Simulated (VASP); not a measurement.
The system is MgSe.

```
Mg Se
1.0
     0.00000    2.75218    2.75218
     2.75218    0.00000    2.75218
     2.75218    2.75218    0.00000
Mg Se
1 1
Cartesian
  0.0000 0.0000 0.0000
  2.7522 2.7522 2.7522
```

The cell was built by a generator and needn't be a form met in nature.

Base run:

| Property | Result |
| --- | --- |
| Program | VASP 6.6.1 |
| Functional | PBE0 |
| Potentials or basis | VASP PAW PBE potentials, release 64 (Mg, Se) |
| Cutoff | 520 eV |
| k mesh | 6 × 6 × 6 |
| Occupations | gaussian, width 0.02 eV |
| Spin | no spin polarisation |

Its results: band gap on the k mesh 3.28 eV, indirect (least direct gap 4.03 eV); pressure -1.6 GPa.

Task: The run is repeated on the same cell with these changes: functional from PBE0 to HSE06. What comes out?

Result: Band gap on the k mesh 2.61 eV, indirect (least direct gap 3.39 eV); pressure -1.7 GPa.

Caveats: the PAW data sets were made with another functional, which shifts forces and pressure a little.
